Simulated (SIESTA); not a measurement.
# NbSi2: single point with PBEsol

NbSi2:

```
Nb Si
1.0
     4.81900    0.00000    0.00000
    -2.40950    4.17338    0.00000
     0.00000    0.00000    6.59200
Nb Si
3 6
Cartesian
  -1.1629 2.1605 1.1287
  1.1378 2.0643 5.5121
  2.3562 0.0336 3.2985
  1.1471 0.7178 1.0815
  -1.2707 3.5102 5.4573
  2.4142 2.8324 3.3285
  1.2425 3.4870 1.0919
  3.7391 0.6725 5.4644
  -0.0305 1.3314 3.2542
```

The cell isn't the ideal one: atoms moved at random, drawn with an rms of 0.05 Å.

```json
{
 "Program": "SIESTA 5.4.2",
 "Task": "single point",
 "Functional": "PBEsol",
 "Potentials or basis": "PseudoDojo 0.4 standard (PBEsol files)",
 "Basis": "DZP (energy shift 0.003 Ry; two zetas on semicore shells)",
 "Grid cutoff": "800 Ry",
 "Energy shift": "0.003 Ry",
 "k mesh": "7 × 7 × 4",
 "Occupations": "fermi-dirac, width 0.05 eV",
 "Spin": "no spin polarisation"
}
```

The pressure is -2.6 GPa, the largest force is 1.436 eV/Å and the band gap on the k mesh is none (metal or under the smearing width).

Forces in eV/Å, atoms in the order of the input:
```
Nb  -0.896 -0.681 -0.727
Nb   0.921  0.814 -0.743
Nb   0.696 -0.264 -0.096
Si   0.140 -0.374  0.258
Si   0.050 -0.087  0.536
Si  -0.379  0.102 -0.212
Si   0.120  0.533  0.258
Si  -0.877 -0.094  0.369
Si   0.226  0.051  0.357
```

Stress tensor (GPa, compression positive):
```
-2.89  0.08  0.33
 0.08 -4.06 -1.10
 0.33 -1.10 -0.90
```

Levels at points of the mesh, in eV from the Fermi level:
```csv
k point,band 28,band 29,band 30,band 31,band 32,band 33,band 34,band 35,band 36,band 37
"(0.00, 0.00, 0.00)",-2.16,-2.04,-1.90,-1.88,-1.01,0.80,3.09,3.18,3.29,3.33
"(0.00, 0.00, 0.50)",-2.07,-1.60,-1.41,-1.29,0.96,1.03,2.77,2.82,3.09,3.51
```

It took 7.9 min on 1 thread of Arm Neoverse V1, with other jobs on the host, peak memory 0.95 GiB.

Caveat: the basis of atomic orbitals isn't converged, which shifts pressures, moduli and gaps.
